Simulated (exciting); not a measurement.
Consider RbCl, space group Fm-3m.

```xyz
2
Lattice="0.0000 3.2740 3.2740 3.2740 0.0000 3.2740 3.2740 3.2740 0.0000" Properties=species:S:1:pos:R:3 pbc="T T T"
Rb    0.0000    0.0000    0.0000
Cl    3.2740    3.2740    3.2740
```

Absorber: atom 1, with 6 Cl at 3.27 Å (octahedral, site symmetry m-3m). Method: exciting, all-electron LAPW+lo, PBE, exchange and screened direct term (singlet BSE), 3×3×3 shifted k points, 31 conduction bands, |G+q| up to 3 bohr⁻¹ (2 in the exchange term), full RPA screening with nempty = 56, Lorentzian half width 0.64 eV.

The database entry behind the starting cell differs from later determinations by our own check (about 0.5 % short), so it need not match the best structure at ambient conditions.

Q: Predict the Rb L₃ near-edge structure at this level.

Bound core exciton? Yes on this mesh: the first bright state (over 5 % of the brightest) lies at -1.56 eV from the Kohn–Sham onset and at -2.03 eV from the lowest bare transition of its own mesh. Maxima (height): -1.2 eV (1.00), -0.4 eV (0.94), 11.3 eV (0.24) and 16.2 eV (0.16).

Energy from the Kohn–Sham onset, core level to the lowest empty state found on the meshes used; Im ε in relative units:

| E (eV) | Im ε |
| --- | --- |
| -6.5 | 0.02 |
| -6.0 | 0.03 |
| -5.5 | 0.03 |
| -5.0 | 0.04 |
| -4.5 | 0.05 |
| -4.0 | 0.07 |
| -3.5 | 0.10 |
| -3.0 | 0.15 |
| -2.5 | 0.24 |
| -2.0 | 0.47 |
| -1.5 | 0.89 |
| -1.0 | 0.96 |
| -0.5 | 0.93 |
| 0.0 | 0.78 |
| 0.5 | 0.52 |
| 1.0 | 0.40 |
| 1.5 | 0.35 |
| 2.0 | 0.33 |
| 2.5 | 0.30 |
| 3.0 | 0.25 |
| 3.5 | 0.22 |
| 4.0 | 0.22 |
| 4.5 | 0.22 |
| 5.0 | 0.21 |
| 5.5 | 0.19 |
| 6.0 | 0.17 |
| 6.5 | 0.17 |
| 7.0 | 0.17 |
| 7.5 | 0.16 |
| 8.0 | 0.17 |
| 8.5 | 0.17 |
| 9.0 | 0.16 |
| 9.5 | 0.15 |
| 10.0 | 0.16 |
| 10.5 | 0.19 |
| 11.0 | 0.23 |
| 11.5 | 0.24 |
| 12.0 | 0.23 |
| 12.5 | 0.20 |
| 13.0 | 0.19 |
| 13.5 | 0.18 |
| 14.0 | 0.17 |
| 14.5 | 0.15 |
| 15.0 | 0.14 |
| 15.5 | 0.14 |
| 16.0 | 0.16 |
| 16.5 | 0.15 |
| 17.0 | 0.14 |
| 17.5 | 0.14 |
| 18.0 | 0.14 |
| 18.5 | 0.14 |
| 19.0 | 0.13 |
| 19.5 | 0.11 |
| 20.0 | 0.10 |
| 20.5 | 0.10 |
| 21.0 | 0.10 |
| 21.5 | 0.10 |
| 22.0 | 0.10 |

Binding energies aren't converged on 27 k points, and fine structure above the first lines is partly noise of the mesh. Exchange and the short-range direct term aren't converged in the kernel cutoff. The zero comes from the unshifted 4×4×4 ground-state mesh; it is exact only where the band minimum lies on that mesh. The conduction states carry no spin here, so the exchange coupling to the spinor core hole is only partly held. This core level is treated alone, with no coupling to its spin–orbit partner. The Kohn–Sham onset, 1757 eV, is no photon energy (tabulated edge of the element: 1804 eV): the scale needs a rigid shift. No quasiparticle correction widens the gap or stretches the bands. Vibrations and energy-dependent lifetimes are left out. The structure is a published determination, not relaxed.

[Banner, clock and machine lines of the logs are left out without a mark of their own.]

[Logs are printed without paths, hosts, clocks, repeated set-up lines and the standing remarks that a program may print on its own settings, such as how far it seeks lower states.]

[Hosts, paths, dates, database ids (printed as entryN), source tags and the programs' standing remarks are cut or masked in the printed files.]
